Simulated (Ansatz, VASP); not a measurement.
# SiO2 in VASP and in Ansatz

```
CELL_PARAMETERS angstrom
4.52775 0.00000 0.00000
0.00000 4.52775 0.00000
0.00000 0.00000 2.59983
ATOMIC_POSITIONS crystal
Si 0.50000 0.50000 0.50000
Si 0.00000 0.00000 0.00000
O 0.69443 0.69443 0.00000
O 0.19443 0.80557 0.50000
O 0.30557 0.30557 0.00000
O 0.80557 0.19443 0.50000
```

Alike in both runs: task single point; functional LDA; k mesh 6 × 6 × 10; occupations gaussian, width 0.05 eV; no spin polarisation.

|  | VASP | Ansatz |
| --- | --- | --- |
| version | VASP 6.6.1 | Ansatz 0.2.0 |
| potentials or method | VASP PAW LDA potentials, release 64 (Si, O) | scalar-relativistic, plane waves, PAW |
| plane-wave cutoff (eV) | 520 | 520 |
| valence electrons in the cell | 32 | 32 |

```csv
,VASP,Ansatz,Ansatz less VASP
gap on the k mesh at the Fermi level (eV),3.58,3.59,+0.015
least direct gap on the mesh (eV),3.58,3.59,+0.015
rms of the force components (eV/Å),0.908,0.939,+0.0311
```

Atom by atom the forces differ by 0.031 eV/Å (rms over components). Ansatz warned: «pseudo_functional_mismatch».

Caveats: forces of over 1 eV/Å show positions far from the minimum, so gaps and moduli don't describe the material at rest. A k mesh can miss the band edges.
